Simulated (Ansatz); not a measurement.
**ZnS: ideal shear of a crystal plane**

Theory: DFT PBE, scalar-relativistic, plane waves, PAW (Ansatz 0.2.0). The runs took a 420 eV cutoff, a Γ-centred 8×8×2 mesh and Gaussian smearing (0.05 eV). No spin polarisation. Energies are free energies at this smearing, counted from the undisturbed cell; pressure is positive in compression.

The starting cell (relaxed at this level):

```yaml
crystal:
  lattice:
    - [-3.84549, 0.00000, 0.00000]
    - [-1.92275, -3.33029, 0.00000]
    - [0.00000, 0.00000, 12.61067]
  atoms:
    - { symbol: Zn, position: [0.33333, 0.33333, 0.65636] }
    - { symbol: Zn, position: [0.33333, 0.33333, 0.15636] }
    - { symbol: Zn, position: [0.66667, 0.66667, 0.90636] }
    - { symbol: Zn, position: [0.66667, 0.66667, 0.40636] }
    - { symbol: S, position: [0.33333, 0.33333, 0.84364] }
    - { symbol: S, position: [0.33333, 0.33333, 0.34364] }
    - { symbol: S, position: [0.66667, 0.66667, 0.09364] }
    - { symbol: S, position: [0.66667, 0.66667, 0.59364] }
```

The cut lies on the cell's a–b face, a (0 0 1) plane (indices in the standard cell, whose axes needn't be the Cartesian ones shown) of area 12.81 Å², between layers 2.36 Å apart. Vector c is tilted by f times 1·a + 1·b (length 6.661 Å) with the atoms' Cartesian places fixed: one unrelaxed fault a cell. The traction is dγ/du, the slope of γ against the slip u in Å.

| f | γ (mJ/m²) | traction (GPa) |
| --- | --- | --- |
| 0.0000 | 0 | 0.0 |
| 0.0833 | 115 | 4.1 |
| 0.1667 | 435 | 6.8 |
| 0.2500 | 771 | 4.4 |
| 0.3333 | 884 | 0.0 |
| 0.4167 | 855 | -0.2 |
| 0.5000 | 919 | 2.7 |
| 0.5833 | 1125 | 4.2 |
| 0.6667 | 1275 | 0.0 |
| 0.7500 | 1049 | -7.8 |
| 0.8333 | 536 | -9.3 |
| 0.9167 | 129 | -4.8 |

Q: Read off the first barrier and the stress needed to climb it, and compare with Frenkel's sinusoid.

A: The first sampled maximum lies at f = 0.333, a slip of 2.22 Å, with γ ≈ 884 mJ/m², which stands in for the unstable fault energy γ_us, and the steepest sampled slope before it is 6.8 GPa. A sinusoid γ = γ_us sin²(πu/λ) with its maximum there has λ = 4.44 Å and a largest slope πγ_us/λ = 6.3 GPa (1 mJ/m² per Å = 0.01 GPa). The stand-in is too high: a rotation axis of order three or more passes through this point, so the curvature is the same in every direction of the plane and the point is a peak of the γ-surface, which slip goes round.

Q: Is there a metastable fault on this line?

A: The samples dip to a local minimum of 855 mJ/m² at f = 0.417. It lies off the rotation axes, between two maxima that lie on them, so it is most likely the pass between two peaks of the γ-surface: a saddle for slip across the line, a better estimate of γ_us, and no metastable fault.

The cut is rigid; relaxing the faces lowers these energies and usually the stresses.

Cost: 12 runs of about 7.8 core-minutes in all, on Intel Xeon Platinum 8259CL (Skylake/Cascade Lake) (shared hosts).